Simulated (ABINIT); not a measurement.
A run of ABINIT 10.8.3 (patched build) is set up as follows.

run.abi

```
# Pseudopotentials
pp_dirpath "./"
pseudos "Cd.GGA_PBE-ansatz.xml, S.GGA_PBE-ansatz.xml"

# Structure
acell 3*1.0
rprim
     0.0000000000     5.5113862425     5.5113862425
     5.5113862425     0.0000000000     5.5113862425
     5.5113862425     5.5113862425     0.0000000000
ntypat 2
znucl 48 16
natom 2
typat 1 2
xred
     0.0000000000     0.0000000000     0.0000000000
     0.7500000000     0.7500000000     0.7500000000

# Plane-wave basis
ecut 14.0
pawecutdg 28.0
pawxcdev 0
pawovlp 30

# k points
kptopt 4
ngkpt 6 6 6
nshiftk 1
shiftk 0.0 0.0 0.0

# Exchange and correlation
ixc 11

# Bands and occupations
nband 34
occopt 3
tsmear 0.05 eV

# Spin
nspinor 2
nspden 1
pawspnorb 1

# SCF cycle
nstep 100
tolvrs 1.0e-9

# Output
iomode 3
prtwf 0
prtden 0
prteig 0
prtebands 0
enunit 2
```

Potentials or basis: Ansatz PAW PBE default generated set, frozen core.

Run with:

```sh
$ abinit run.abi > log 2>&1
```

Question: Predict the band gap on the k mesh.

Answer: 1.13 eV, direct.

Question: Estimate the pressure.

Answer: 2.8 GPa.

Caveat: the atomic spheres overlap. As with any semilocal functional, this PBE gap is likely too small.
